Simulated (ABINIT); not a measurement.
# BN (Qingsongite): a self-consistent loop beyond G0W0, cycle by cycle

Wanted: G0W0 and self-consistent gaps of BN (Qingsongite), with the cost of the cycles.

Main program and level: ABINIT 10.8.3; LDA and many-body steps on it, plane waves.

## (1) Starting point

It takes space group F-43m (No. 216, cubic). Conventional cell: a = 3.615 Å, b = 3.615 Å, c = 3.615 Å, α = 90.00°, β = 90.00°, γ = 90.00°. Nearest to B lie 4 N at 1.57 Å. N has 4 B at 1.57 Å nearest. Farther neighbours and most contacts between anions are not listed.

The cell and positions come from the Crystallography Open Database and are kept as given unless a step says otherwise.

## (2) Empty states on the mesh, 6×6×6 mesh, 42 bands

This step: ABINIT 10.8.3; DFT, LDA, plane waves, norm-conserving pseudopotentials.

The sums over transitions need many empty states on a uniform mesh; this step solves for them.

Input file run.abi:

```
acell 3*1.0 Angstrom
rprim 
  -0.000000000000 1.807500000000 1.807500000000
  1.807500000000 0.000000000000 1.807500000000
  1.807500000000 1.807500000000 -0.000000000000
ntypat 2
znucl 5 7
natom 2
typat 1 2
xred 
  0.000000000000 0.000000000000 0.000000000000
  0.250000000000 0.250000000000 0.250000000000
pp_dirpath "pseudos"
pseudos "B.upf, N.upf"
ecut 36
ngkpt 6 6 6
nshiftk 1
shiftk 0 0 0
kptopt 1
chksymbreak 0
irdden 1
istwfk *1
nband 42
prtvol 0
optdriver 6
gwr_task "HDIAGO"
paral_kgb 0
occopt 1
indata_prefix "in"
outdata_prefix "out"
tmpdata_prefix "tmp"
```

Started as:

```bash
> OMP_NUM_THREADS=1 mpirun -n 4 abinit run.abi > log
```

Log:

```text
.Version 10.8.3 of ABINIT. v10.8.2 released Aug 2026.

 Symmetries : space group F-4 3 m (#216); Bravais cF (face-center cubic)
[... echo of the input left out ...]
== DATASET  1 ==================================================================
-   mpi_nproc: 4, omp_nthreads: 1 (-1 if OMP is not activated)

--- !DatasetInfo
iteration_state: {dtset: 1, }
dimensions: {natom: 2, nkpt: 16, mband: 42, nsppol: 1, nspinor: 1, nspden: 1, mpw: 869, }
cutoff_energies: {ecut:  36.0, pawecutdg:  -1.0, }
[...]
Indirect band gap semiconductor
 Fundamental gap:     4.420 (eV)
   VBM:     8.006 (eV) at k: [ 0.0000E+00,  0.0000E+00,  0.0000E+00]
   CBM:    12.426 (eV) at k: [ 5.0000E-01,  5.0000E-01,  0.0000E+00]
 Direct gap:         8.748 (eV) at k: [ 0.0000E+00,  0.0000E+00,  0.0000E+00]

== END DATASET(S) ==============================================================
================================================================================

 -outvars: echo values of variables after computation  --------
           etotal      0.0000000000E+00
            nband          42
             nkpt          16
          spgroup         216
 [... the other variables as echoed above ...]

 Calculation completed.
```

The job ended after 8.5 s (4 MPI ranks of Arm Neoverse N1, shared host; peak memory 0.37 GiB; 33 s of CPU time).

Numbers from this step:

| Property | Result |
| --- | --- |
| gap | 4.420 eV |
| k of the valence top | 0, 0, 0 |
| k of the conduction bottom | 0.5, 0.5, 0 |
| least direct gap | 8.748 eV |
| k points computed | 16 |
| lowest point of the top converged band, above the valence top | 88.6161 eV |

On this mesh the gap is 4.420 eV.

The density comes from a self-consistent run that is not shown.

## (3) Screening, 6×6×6 mesh, 34 bands, screening to 130.6 eV

The RPA dielectric matrix is built and inverted for each q.

This step: RPA screening on LDA, plane waves, norm-conserving pseudopotentials.

run.abi, as its differences from that of step 2:

```diff
@@ -20,10 +20,11 @@
 chksymbreak 0
-irdden 1
 istwfk *1
-nband 42
-prtvol 0
-optdriver 6
-gwr_task "HDIAGO"
-paral_kgb 0
 occopt 1
+irdwfk 1
+optdriver 3
+nband 34
+ecuteps 4.8
+inclvkb 2
+awtr 1
+symchi 1
 indata_prefix "in"
```

Log:

```text
.Version 10.8.3 of ABINIT. v10.8.2 released Aug 2026.

 Symmetries : space group F-4 3 m (#216); Bravais cF (face-center cubic)
[... echo of the input left out ...]
== DATASET  1 ==================================================================
-   mpi_nproc: 4, omp_nthreads: 1 (-1 if OMP is not activated)

--- !DatasetInfo
iteration_state: {dtset: 1, }
dimensions: {natom: 2, nkpt: 16, mband: 34, nsppol: 1, nspinor: 1, nspden: 1, mpw: 869, }
cutoff_energies: {ecut:  36.0, pawecutdg:  -1.0, }
electrons: {nelect:   8.00000000E+00, charge:   0.00000000E+00, occopt:   1.00000000E+00, tsmear:   1.00000000E-02, }

 SCREENING: Calculation of the susceptibility and dielectric matrices

 Based on a program developped by R.W. Godby, V. Olevano, G. Onida, and L. Reining.
 Incorporated in ABINIT by V. Olevano, G.-M. Rignanese, and M. Torrent.
.Using double precision arithmetic ; gwpc =  8

[... cell and pseudopotentials left out ...]
--------------------------------------------------------------------------------

 ==== K-mesh for the wavefunctions ====
 Number of points in the irreducible wedge :    16
[... list of points left out ...]
 Together with 24 symmetry operations and time-reversal symmetry
 yields   216 points in the full Brillouin Zone.

 ==== Q-mesh for the screening function ====
 Number of points in the irreducible wedge :    16
[... list of points left out ...]
 Together with 24 symmetry operations and time-reversal symmetry
 yields   216 points in the full Brillouin Zone.

 setmesh: FFT mesh size selected  =    18x   18x   18
          total number of points  =         5832

 vcoul_init : cutoff-mode = AUXILIARY_FUNCTION
 q-points for optical limit:   1
     1)      0.000010    0.000020    0.000030

- screening: taking advantage of time-reversal symmetry
- Maximum band index for partially occupied states nbvw = 4
- Remaining bands to be divided among processors   nbcw = 30
- Number of bands treated by each node ~7

 Number of electrons calculated from density =    8.0000; Expected =    8.0000
 average of density, n =  0.100376
 r_s =    1.3348
 omega_plasma =   30.5612 [eV]

 calculating chi0 at frequencies [eV] :
  1    0.000000E+00    0.000000E+00
  2    0.000000E+00    3.056116E+01

--------------------------------------------------------------------------------
  q-point number  1        q = ( 0.000000, 0.000000, 0.000000) [r.l.u.]
--------------------------------------------------------------------------------
[... chi0 elements left out ...]
 For q-point:  0.000010 0.000020 0.000030
  dielectric constant =   4.4689
  dielectric constant without local fields =   4.7876

  Average fulfillment of the sum rule on Im[epsilon] for q-point    1 :     70.91  [%]
[... wings left out ...]
  q-point number  2        q = ( 0.166667, 0.000000, 0.000000) [r.l.u.]
--------------------------------------------------------------------------------
[... chi0 elements left out ...]
  Average fulfillment of the sum rule on Im[epsilon] for q-point    2 :     90.85  [%]

 [... 14 further q-points ...]
```

Run time: 11 s. Hardware: 4 MPI ranks; peak memory 0.32 GiB.

This step gave:

```
ε∞ with local fields, on this mesh, along the program's q direction : 4.469
the same without local fields                                       : 4.788
plasma frequency                                                    : 30.56 eV
plane waves in the screening matrix                                 : 51
```

Local fields lower ε∞ by 7 %. On a Γ-centred mesh this coarse the value itself is usually too large, while a short band sum pulls it down.

## (4) G0W0

The self-energy is evaluated for the states that the input lists, and the levels follow from it, in one-shot runs by the linearised quasiparticle equation.

This step: G0W0 on LDA, plane waves, norm-conserving pseudopotentials.

run.abi, as its differences from that of step 3:

```diff
@@ -23,8 +23,17 @@
 irdwfk 1
-optdriver 3
+optdriver 4
 nband 34
+gwcalctyp 0
+ecutsigx 36
+symsigma 1
+nkptgw 2
+kptgw 
+  0.0000000000 0.0000000000 0.0000000000
+  0.5000000000 0.5000000000 0.0000000000
+bdgw 
+  2 7
+  3 6
 ecuteps 4.8
-inclvkb 2
-awtr 1
-symchi 1
+irdscr 1
+ppmodel 1
 indata_prefix "in"
```

Log:

```text
.Version 10.8.3 of ABINIT. v10.8.2 released Aug 2026.

 Symmetries : space group F-4 3 m (#216); Bravais cF (face-center cubic)
[... echo of the input left out ...]
== DATASET  1 ==================================================================
-   mpi_nproc: 4, omp_nthreads: 1 (-1 if OMP is not activated)

--- !DatasetInfo
iteration_state: {dtset: 1, }
dimensions: {natom: 2, nkpt: 16, mband: 34, nsppol: 1, nspinor: 1, nspden: 1, mpw: 869, }
cutoff_energies: {ecut:  36.0, pawecutdg:  -1.0, }
electrons: {nelect:   8.00000000E+00, charge:   0.00000000E+00, occopt:   1.00000000E+00, tsmear:   1.00000000E-02, }

 SIGMA: Calculation of the GW corrections

 Based on a program developped by R.W. Godby, V. Olevano, G. Onida, and L. Reining.
 Incorporated in ABINIT by V. Olevano, G.-M. Rignanese, and M. Torrent.
.Using double precision arithmetic ; gwpc =  8

[... cell and pseudopotentials left out ...]
--------------------------------------------------------------------------------

 ==== K-mesh for the wavefunctions ====
 Number of points in the irreducible wedge :    16
[... list of points left out ...]
 Together with 24 symmetry operations and time-reversal symmetry
 yields   216 points in the full Brillouin Zone.

 ==== Q-mesh for screening function ====
 Number of points in the irreducible wedge :    16
[... list of points left out ...]
 Together with 24 symmetry operations and time-reversal symmetry
 yields   216 points in the full Brillouin Zone.

 vcoul_init : cutoff-mode = AUXILIARY_FUNCTION
 q-points for optical limit:   1
     1)      0.000010    0.000020    0.000030
 setmesh: FFT mesh size selected  =    25x   25x   25
          total number of points  =        15625

 Number of electrons calculated from density =    8.0000; Expected =    8.0000
 average of density, n =  0.100376
 r_s =    1.3348
 omega_plasma =   30.5612 [eV]

 === KS Band Gaps ===
  >>>> For spin  1
   Minimum direct gap =   8.7475 [eV], located at k-point      :   0.0000  0.0000  0.0000
   Fundamental gap    =   4.4200 [eV], Top of valence bands at :   0.0000  0.0000  0.0000
                                       Bottom of conduction at :   0.5000  0.5000  0.0000
 SIGMA fundamental parameters:
 PLASMON POLE MODEL  1
 number of plane-waves for SigmaX                  869
 number of plane-waves for SigmaC and W             51
 number of plane-waves for wavefunctions           869
 number of bands                                    34
 number of independent spin polarizations            1
 number of spinorial components                      1
 number of k-points in IBZ                          16
 number of q-points in IBZ                          16
 number of symmetry operations                      24
 number of k-points in BZ                          216
 number of q-points in BZ                          216
 number of frequencies for dSigma/dE                 9
 frequency step for dSigma/dE [eV]                0.25
 number of omega for Sigma on real axis              0
 max omega for Sigma on real axis  [eV]           0.00
 zcut for avoiding poles [eV]                     0.10

 EPSILON^-1 parameters (SCR file):
 dimension of the eps^-1 matrix on file             51
 dimension of the eps^-1 matrix used                51
 number of plane-waves for wavefunctions           869
 number of bands                                    34
 number of q-points in IBZ                          16
 number of frequencies                               2
 number of real frequencies                          1
 number of imag frequencies                          1

 matrix elements of self-energy operator (all in [eV])

 Perturbative Calculation

--- !SelfEnergy_ee
iteration_state: {dtset: 1, }
kpoint     : [   0.000,    0.000,    0.000, ]
spin       : 1
KS_gap     :    8.748
QP_gap     :   10.830
Delta_QP_KS:    2.083
data: !SigmaeeData |
     Band     E0 <VxcDFT>   SigX SigC(E0)      Z dSigC/dE  Sig(E)    E-E0       E
        2   8.006 -18.334 -22.055   2.960   0.829  -0.206 -18.965  -0.631   7.375
        3   8.006 -18.334 -22.055   2.960   0.829  -0.206 -18.965  -0.631   7.375
        4   8.006 -18.334 -22.055   2.960   0.829  -0.206 -18.965  -0.631   7.375
        5  16.753 -13.840  -7.141  -4.977   0.843  -0.187 -12.388   1.452  18.205
        6  16.753 -13.840  -7.141  -4.977   0.843  -0.187 -12.388   1.452  18.205
        7  16.753 -13.840  -7.141  -4.977   0.843  -0.187 -12.388   1.452  18.205

--- !SelfEnergy_ee
iteration_state: {dtset: 1, }
kpoint     : [   0.500,    0.500,    0.000, ]
spin       : 1
KS_gap     :    9.351
QP_gap     :   11.433
Delta_QP_KS:    2.082
data: !SigmaeeData |
     Band     E0 <VxcDFT>   SigX SigC(E0)      Z dSigC/dE  Sig(E)    E-E0       E
        3   3.075 -16.416 -21.623   3.872   0.820  -0.220 -17.510  -1.094   1.981
        4   3.075 -16.416 -21.623   3.872   0.820  -0.220 -17.510  -1.094   1.981
        5  12.426 -12.866  -7.423  -4.286   0.854  -0.170 -11.878   0.988  13.414
        6  17.261 -12.887  -6.730  -4.843   0.851  -0.175 -11.768   1.119  18.379

== END DATASET(S) ==============================================================
================================================================================

 -outvars: echo values of variables after computation  --------
           etotal      0.0000000000E+00
            nband          34
             nkpt          16
          spgroup         216
 [... the other variables as echoed above ...]

 Calculation completed.
```

It took 3.4 s on 4 MPI ranks; peak memory 0.33 GiB.

Numbers from this step:

- G0W0 gap on the points computed: 6.039 eV
- starting gap on the mesh: 4.420 eV
- k of the valence top: 0, 0, 0
- k of the conduction bottom: 0.5, 0.5, 0
- Z at the valence top: 0.829
- Z at the conduction bottom: 0.854
- least direct G0W0 gap on the computed points: 10.83 eV

The gap on the mesh goes from 4.42 eV to 6.04 eV, a correction of +1.62 eV.

## (5) evGW0, cycle 1

This step: evGW0 on LDA, plane waves, norm-conserving pseudopotentials.

run.abi, as its differences from that of step 4:

```diff
@@ -25,12 +25,40 @@
 nband 34
-gwcalctyp 0
+gwcalctyp 10
 ecutsigx 36
 symsigma 1
-nkptgw 2
+nkptgw 16
 kptgw 
   0.0000000000 0.0000000000 0.0000000000
+  0.1666666667 0.0000000000 0.0000000000
+  0.3333333333 0.0000000000 0.0000000000
+  0.5000000000 0.0000000000 0.0000000000
+  0.1666666667 0.1666666667 0.0000000000
+  0.3333333333 0.1666666667 0.0000000000
+  0.5000000000 0.1666666667 0.0000000000
+  -0.3333333333 0.1666666667 0.0000000000
+  -0.1666666667 0.1666666667 0.0000000000
+  0.3333333333 0.3333333333 0.0000000000
+  0.5000000000 0.3333333333 0.0000000000
+  -0.3333333333 0.3333333333 0.0000000000
   0.5000000000 0.5000000000 0.0000000000
+  0.5000000000 0.3333333333 0.1666666667
+  -0.3333333333 0.3333333333 0.1666666667
+  -0.3333333333 0.5000000000 0.1666666667
 bdgw 
-  2 7
-  3 6
+  1 8
+  1 8
+  1 8
+  1 8
+  1 8
+  1 8
+  1 8
+  1 8
+  1 8
+  1 8
+  1 8
+  1 8
+  1 8
+  1 8
+  1 8
+  1 8
 ecuteps 4.8
```

Log:

```text
.Version 10.8.3 of ABINIT. v10.8.2 released Aug 2026.

 Symmetries : space group F-4 3 m (#216); Bravais cF (face-center cubic)
[... echo of the input left out ...]
== DATASET  1 ==================================================================
-   mpi_nproc: 4, omp_nthreads: 1 (-1 if OMP is not activated)

--- !DatasetInfo
iteration_state: {dtset: 1, }
dimensions: {natom: 2, nkpt: 16, mband: 34, nsppol: 1, nspinor: 1, nspden: 1, mpw: 869, }
cutoff_energies: {ecut:  36.0, pawecutdg:  -1.0, }
electrons: {nelect:   8.00000000E+00, charge:   0.00000000E+00, occopt:   1.00000000E+00, tsmear:   1.00000000E-02, }

 SIGMA: Calculation of the GW corrections

 Based on a program developped by R.W. Godby, V. Olevano, G. Onida, and L. Reining.
 Incorporated in ABINIT by V. Olevano, G.-M. Rignanese, and M. Torrent.
.Using double precision arithmetic ; gwpc =  8

[... cell and pseudopotentials left out ...]
--------------------------------------------------------------------------------

 ==== K-mesh for the wavefunctions ====
 Number of points in the irreducible wedge :    16
[... list of points left out ...]
 Together with 24 symmetry operations and time-reversal symmetry
 yields   216 points in the full Brillouin Zone.

 ==== Q-mesh for screening function ====
 Number of points in the irreducible wedge :    16
[... list of points left out ...]
 Together with 24 symmetry operations and time-reversal symmetry
 yields   216 points in the full Brillouin Zone.

 vcoul_init : cutoff-mode = AUXILIARY_FUNCTION
 q-points for optical limit:   1
     1)      0.000010    0.000020    0.000030
 setmesh: FFT mesh size selected  =    25x   25x   25
          total number of points  =        15625

 Number of electrons calculated from density =    8.0000; Expected =    8.0000
[...]
QP_gap     :   16.413
Delta_QP_KS:    2.503
data: !SigmaeeData |
     Band     E_DFT   <VxcDFT>   E(N-1)  <Hhartree>   SigX  SigC[E(N-1)]    Z     dSigC/dE  Sig[E(N)]  DeltaE  E(N)_pert E(N)_diago
[...]
--- !SelfEnergy_ee
iteration_state: {dtset: 1, }
kpoint     : [  -0.333,    0.500,    0.167, ]
spin       : 1
KS_gap     :   13.901
QP_gap     :   16.334
Delta_QP_KS:    2.433
data: !SigmaeeData |
     Band     E_DFT   <VxcDFT>   E(N-1)  <Hhartree>   SigX  SigC[E(N-1)]    Z     dSigC/dE  Sig[E(N)]  DeltaE  E(N)_pert E(N)_diago
[...]
7    22.977   -15.280    22.977    38.258    -6.654    -6.508     0.809    -0.236   -13.567     1.713    24.691    25.096
        8    24.653   -15.692    24.653    40.345    -6.704    -6.678     0.808    -0.237   -13.825     1.867    26.520    26.963

 New Fermi energy :        3.826938E-01 Ha ,    1.041363E+01 eV
 New Exchange energy :    -3.376250E+00 Ha ,   -9.187243E+01 eV

 === QP Band Gaps ===
  >>>> For spin  1
   Minimum direct gap =  11.2314 [eV], located at k-point      :   0.0000  0.0000  0.0000
   Fundamental gap    =   6.3374 [eV], Top of valence bands at :   0.0000  0.0000  0.0000
                                       Bottom of conduction at :   0.5000  0.5000  0.0000

 writing QP data on file : out_QPS

 Convergence of QP corrections
 >>>>> For spin  1 <<<<<
.  kptgw no:  1; Maximum DeltaE = (  -1.600   0.009) for band index:  1
.  kptgw no:  2; Maximum DeltaE = (  -1.694  -0.006) for band index:  1
.  kptgw no:  3; Maximum DeltaE = (   1.824   0.001) for band index:  8
[...]
.  kptgw no: 15; Maximum DeltaE = (   1.834  -0.000) for band index:  7
.  kptgw no: 16; Maximum DeltaE = (   1.867  -0.006) for band index:  8

== END DATASET(S) ==============================================================
================================================================================

 -outvars: echo values of variables after computation  --------
           etotal      0.0000000000E+00
            nband          34
             nkpt          16
          spgroup         216
 [... the other variables as echoed above ...]

 Calculation completed.
```

Run time: 38 s. Hardware: 4 MPI ranks; peak memory 0.47 GiB.

This step gave:

```
quasiparticle gap on the mesh                         : 6.337 eV
gap of the density functional on the mesh             : 4.420 eV
k of the valence top                                  : 0, 0, 0
k of the conduction bottom                            : 0.5, 0.5, 0
Z at the valence top                                  : 0.829
Z at the conduction bottom                            : 0.854
least direct quasiparticle gap on the computed points : 11.23 eV
```

Against G0W0 in ABINIT (6×6×6 mesh, 34 bands, screening to 130.6 eV, Godby-Needs plasmon pole), the gap moves by +0.298 eV. This first cycle still uses the starting levels; it takes the full correction, at all points of the mesh, and its linearised value is 6.039 eV.

## (6) evGW0, cycle 2

The corrected levels of the last cycle go back in.

run.abi, as its differences from that of step 5:

```diff
@@ -66,2 +66,3 @@
 ppmodel 1
+irdqps 1
 indata_prefix "in"
```

Log:

```text
.Version 10.8.3 of ABINIT. v10.8.2 released Aug 2026.

 Symmetries : space group F-4 3 m (#216); Bravais cF (face-center cubic)
[... echo of the input left out ...]
== DATASET  1 ==================================================================
-   mpi_nproc: 4, omp_nthreads: 1 (-1 if OMP is not activated)

--- !DatasetInfo
iteration_state: {dtset: 1, }
dimensions: {natom: 2, nkpt: 16, mband: 34, nsppol: 1, nspinor: 1, nspden: 1, mpw: 869, }
cutoff_energies: {ecut:  36.0, pawecutdg:  -1.0, }
[...]
.  kptgw no:  3; Maximum DeltaE = (  -0.161   0.003) for band index:  8
[...]
.  kptgw no: 15; Maximum DeltaE = (  -0.160  -0.000) for band index:  7
.  kptgw no: 16; Maximum DeltaE = (  -0.168  -0.001) for band index:  8

== END DATASET(S) ==============================================================
================================================================================

 -outvars: echo values of variables after computation  --------
           etotal      0.0000000000E+00
            nband          34
             nkpt          16
          spgroup         216
 [... the other variables as echoed above ...]

 Calculation completed.
```

Elapsed: 39 s, on 4 MPI ranks; peak memory 0.47 GiB; 2.6 min of CPU time.

Numbers from this step:

- quasiparticle gap on the mesh: 6.257 eV
- gap of the density functional on the mesh: 4.420 eV
- k of the valence top: 0, 0, 0
- k of the conduction bottom: 0.5, 0.5, 0
- least direct quasiparticle gap on the computed points: 11.10 eV

Against the cycle before, the gap moves by −0.080 eV.

[end of part 1 of 3]

[Paths, hosts, dates, memory and timing lines, banners, echoed tables and standing remarks are left out of the program output.]

[Logs are printed without paths, hosts, clocks, repeated set-up lines and the standing remarks that a program may print on its own settings, such as how far it seeks lower states.]

[Runs of the session that timed out or met a known fault of the program may be left out.]

[Hosts, paths, dates, database ids (printed as entryN), source tags and the programs' standing remarks are cut or masked in the printed files.]

[G0W0 gaps are taken among the corrected bands and points alone; a level outside them can change the order at an edge.]

[Where Ansatz stands beside ABINIT at settings called matched, ABINIT's density can come from a denser mesh and the files from another edition; pairs whose starting gaps differed by over 0.03 eV were left out, so agreement reads better than it is.]
